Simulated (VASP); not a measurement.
Write the native input for VASP 6.6.1 that does the following.

```
Task                               : work function
Functional                         : PBE0
Potentials or basis                : VASP PAW PBE potentials, release 64 (B, As)
Cutoff                             : 520 eV
k mesh                             : 6 × 6 × 1
Occupations                        : gaussian, width 0.03 eV
Spin                               : no spin polarisation
Grid for exact exchange (PRECFOCK) : Fast
Exchange at q = 0                  : default
Dipole correction                  : yes
Further INCAR settings             : ALGO = Normal; EDIFF = 1e-06
```

BAs, a sheet with vacuum:

```xyz
2
Lattice="3.3641 0.0000 0.0000 -1.6821 2.9134 0.0000 0.0000 0.0000 16.0000" Properties=species:S:1:pos:R:3 pbc="T T T"
B     0.0000    1.9423    8.0000
As    1.6821    0.9711    8.0000
```

The cell was built by a generator and needn't be a form met in nature.

One way to write it, as run:

POSCAR

```
BAs                                     
1.0
    3.3641075122      0.0000000000      0.0000000000
   -1.6820537561      2.9134025619      0.0000000000
    0.0000000000      0.0000000000     16.0000000000
  B               As            
     1     1
Direct
     0.3333330000000032    0.6666669999999968    0.5000000000000000
     0.6666669999999968    0.3333330000000032    0.5000000000000000
```

INCAR.step1

```
SYSTEM = BAs
PREC = Accurate ; ENCUT = 520
EDIFF = 1E-5 ; ISMEAR = 0
SIGMA = 0.03 ; LREAL = .False.
LASPH = .True. ; NELM = 60
ALGO = Normal ; ISIF = 2
LWAVE = .True. ; LDIPOL = .True.
IDIPOL = 3 ; DIPOL = 0.5 0.5 0.500
GGA = PE ; KPAR = 4
```

INCAR.step2

```
SYSTEM = BAs
PREC = Accurate ; ENCUT = 520
EDIFF = 1E-6 ; ISMEAR = 0
SIGMA = 0.03 ; LREAL = .False.
LASPH = .True. ; NELM = 60
ALGO = Normal ; ISIF = 2
LWAVE = .False. ; LCHARG = .True.
LDIPOL = .True. ; IDIPOL = 3
DIPOL = 0.5 0.5 0.500 ; GGA = PE
LHFCALC = .True. ; AEXX = 0.25
PRECFOCK = Fast ; LVHAR = .True.
LVACPOTAV = .True. ; ISTART = 1
KPAR = 4
```

KPOINTS

```
Automatic mesh
0
Gamma
  6 6 1
  0 0 0
```

Potentials or basis: VASP PAW PBE potentials, release 64 (B, As).

The run is started by

```console
$ cat potpaw_PBE.64/B/POTCAR potpaw_PBE.64/As/POTCAR > POTCAR
$ cp INCAR.step1 INCAR
$ mpirun -np 4 vasp_std > vasp.out
$ cp INCAR.step2 INCAR
$ mpirun -np 4 vasp_std > vasp.out
```

Results of the run:

```
Band gap on the k mesh                 : 1.79 eV, direct
Ionisation potential of the upper face : 5.50 eV
```

Wall time 17 s on 4 MPI ranks on Intel(R) Xeon(R) 6975P-C (Granite Rapids), with other jobs on the host, peak memory 0.29 GiB a rank.
